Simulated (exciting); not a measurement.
# C (Fd-3m) in exciting: equation of state, part 2 of 2

exciting (release sodium). The steps go on from the part before.

## 6. Equation of state, PBE, 5.79 Å³/atom (volume scaled by 1.02)

input.xml reads:

```xml
<input>
  <title>C</title>
  <structure speciespath="./" tshift="false">
    <crystal scale="1">
      <basevect>0.000000000000 3.392399945638 3.392399945638</basevect>
      <basevect>3.392399945638 0.000000000000 3.392399945638</basevect>
      <basevect>3.392399945638 3.392399945638 0.000000000000</basevect>
    </crystal>
    <species speciesfile="C.xml" rmt="1.4">
      <atom coord="0.750000000000 0.750000000000 0.750000000000"/>
      <atom coord="0.500000000000 0.500000000000 0.500000000000"/>
    </species>
  </structure>
  <groundstate do="fromscratch" ngridk="13 13 13" rgkmax="7.5" gmaxvr="14" lmaxapw="10" lmaxmat="10" lmaxvr="8" xctype="GGA_PBE" stype="Fermi Dirac" swidth="0.00183747" nempty="10" ValenceRelativity="iora*" epsengy="1e-05" epspot="1e-05" maxscl="60" outputlevel="normal"/>
</input>
```

Potentials or basis: all-electron LAPW+lo, shipped species files, valence relativity iora*.

On the command line:

```
> OMP_NUM_THREADS=1 exciting_smp
```

INFO.OUT:

```text
================================================================================
EXCITING SODIUM started
[... 10 lines left out ...]

 Lattice vectors (cartesian) :
      0.0000000000      3.3923999456      3.3923999456
      3.3923999456      0.0000000000      3.3923999456
      3.3923999456      3.3923999456      0.0000000000

 Reciprocal lattice vectors (cartesian) :
     -0.9260678882      0.9260678882      0.9260678882
      0.9260678882     -0.9260678882      0.9260678882
      0.9260678882      0.9260678882     -0.9260678882

 Unit cell volume                           :      78.0820376723
 Brillouin zone volume                      :       3.1767897052

 Species :    1 (C)
     parameters loaded from                 :    C.xml
     name                                   :    carbon
     nuclear charge                         :      -6.00000000
     electronic charge                      :       6.00000000
     atomic mass                            :   21894.16673000
     muffin-tin radius                      :       1.40000000
     # of radial points in muffin-tin       :     250

     atomic positions (lattice) :
       1 :   0.75000000  0.75000000  0.75000000
       2 :   0.50000000  0.50000000  0.50000000

 Total number of atoms per unit cell        :       2

[... 29 lines left out ...]
 Total number of valence states             :      15

 Maximum Hamiltonian size                   :     216
 Maximum number of plane-waves              :     208
 Total number of local-orbitals             :       8

 Exchange-correlation type                  :      20
     Perdew-Burke-Ernzerhof, Phys. Rev. Lett. 77, 3865 (1996)
     Generalised gradient approximation (GGA)

 Smearing scheme                            :    Fermi-Dirac
 Smearing width                             :       0.00183747

 Using multisecant Broyden potential mixing
[... 16 lines left out ...]
+ SCF iteration number :    1                                                  +
++++++++++++++++++++++++++++++++++++++++++++++++++++++++++++++++++++++++++++++++
 Total energy                               :       -77.18879208
 _______________________________________________________________
 Fermi energy                               :         0.45673291
 Kinetic energy                             :        75.31139968
 Coulomb energy                             :      -141.60535566
 Exchange energy                            :       -10.45634137
 Correlation energy                         :        -0.43849474
[... 334 lines left out ...]
 RMS change in effective potential (target) :  0.297191E-07  ( 0.100000E-04)
 Absolute change in total energy   (target) :  0.512440E-07  ( 0.100000E-04)
 Charge distance                   (target) :  0.115728E-08  ( 0.100000E-04)

++++++++++++++++++++++++++++++++++++++++++++++++++++++++++++++++++++++++++++++++
| Convergency criteria checked for the last 2 iterations                       +
| Convergence targets achieved. Performing final SCF iteration                 +
++++++++++++++++++++++++++++++++++++++++++++++++++++++++++++++++++++++++++++++++
 Total energy                               :       -76.19815827
 _______________________________________________________________
 Fermi energy                               :         0.49442685
 Kinetic energy                             :        75.85346041
 Coulomb energy                             :      -141.21031556
 Exchange energy                            :       -10.39782138
 Correlation energy                         :        -0.44348175
[... 14 lines left out ...]
 Estimated fundamental gap                  :         0.15098619
        valence-band maximum at    1      0.0000  0.0000  0.0000
     conduction-band minimum at   56      0.3846  0.3846  0.0000

++++++++++++++++++++++++++++++++++++++++++++++++++++++++++++++++++++++++++++++++
[... 9 lines left out ...]
| EXCITING SODIUM stopped                                                      =
================================================================================
```

Wall time 1.7 min (1 thread of Arm Neoverse V1, shared host); peak memory 0.12 GiB.

Results:

```yaml
Free_energy: -2073.4575 eV
Band_gap_on_the_k_mesh: 4.11 eV, indirect (least direct gap 5.54 eV)
All_electrons_inside_the_program's_atomic_spheres: C 4.25 (radii C 1.4 bohr)
```

Caveat: an odd mesh through Γ misses points on the zone boundary, where band edges often lie.

## 7. Equation of state, PBE, 5.90 Å³/atom (volume scaled by 1.04)

input.xml, as its differences from that of step 6:

```diff
@@ -4,5 +4,5 @@
     <crystal scale="1">
-      <basevect>0.000000000000 3.392399945638 3.392399945638</basevect>
-      <basevect>3.392399945638 0.000000000000 3.392399945638</basevect>
-      <basevect>3.392399945638 3.392399945638 0.000000000000</basevect>
+      <basevect>0.000000000000 3.414429134083 3.414429134083</basevect>
+      <basevect>3.414429134083 0.000000000000 3.414429134083</basevect>
+      <basevect>3.414429134083 3.414429134083 0.000000000000</basevect>
     </crystal>
```

On the command line:

```
> OMP_NUM_THREADS=1 exciting_smp
```

Run time: 1.8 min. Hardware: 1 thread of Arm Neoverse V1, shared host; peak memory 0.12 GiB.

Results (log left out):

- Free energy: -2073.4426 eV
- Band gap on the k mesh: 4.07 eV, indirect (least direct gap 5.49 eV)
- All electrons inside the program's atomic spheres: C 4.23 (radii C 1.4 bohr)

Caveat: an odd mesh through Γ misses points on the zone boundary, where band edges often lie.

## 8. Equation of state, PBE, 6.01 Å³/atom (volume scaled by 1.06)

input.xml, as its differences from that of step 7:

```diff
@@ -4,5 +4,5 @@
     <crystal scale="1">
-      <basevect>0.000000000000 3.414429134083 3.414429134083</basevect>
-      <basevect>3.414429134083 0.000000000000 3.414429134083</basevect>
-      <basevect>3.414429134083 3.414429134083 0.000000000000</basevect>
+      <basevect>0.000000000000 3.436177676656 3.436177676656</basevect>
+      <basevect>3.436177676656 0.000000000000 3.436177676656</basevect>
+      <basevect>3.436177676656 3.436177676656 0.000000000000</basevect>
     </crystal>
```

On the command line:

```
> OMP_NUM_THREADS=1 exciting_smp
```

Run time: 1.8 min. Hardware: 1 thread of Arm Neoverse V1, shared host; peak memory 0.12 GiB.

The run converged. Its results:

```yaml
Free_energy: -2073.4175 eV
Band_gap_on_the_k_mesh: 4.03 eV, indirect (least direct gap 5.44 eV)
All_electrons_inside_the_program's_atomic_spheres: C 4.21 (radii C 1.4 bohr)
```

Caveat: an odd mesh through Γ misses points on the zone boundary, where band edges often lie.

## 9. Equation of state, PBE

Potentials or basis: all-electron LAPW+lo, shipped species files, valence relativity iora*.

No new run: the results of the series are fitted here.

Results:

* Equilibrium volume: 5.70 Å³/atom
* Bulk modulus: 433 GPa
* Pressure derivative of the bulk modulus: 3.7

Energy against volume, from the lowest point:
| volume (Å³/atom) | energy (meV/atom) |
| --- | --- |
| 5.332 | 34.67 |
| 5.445 | 15.83 |
| 5.558 | 4.50 |
| 5.672 | 0.00 |
| 5.785 | 1.78 |
| 5.899 | 9.22 |
| 6.012 | 21.80 |

## 10. Against experiment

Step 9. A measured bulk modulus of C is 444.8 GPa (quoted in “Equation of state of cubic boron nitride at high pressures and temperatures”, 2007, arxiv:cond-mat/0702656); the calculated 433 GPa misses it by -2.6 %. 3 values of this kind are on record (442 to 444.8 GPa); this one was drawn at random among those near their median, those with a stated uncertainty first. The fit is for a static lattice scaled at fixed shape and fixed fractional positions. The cell as given is a measured one (5.67 Å³/atom); PBE puts the equilibrium volume +0.4 % from it, thermal expansion not counted.
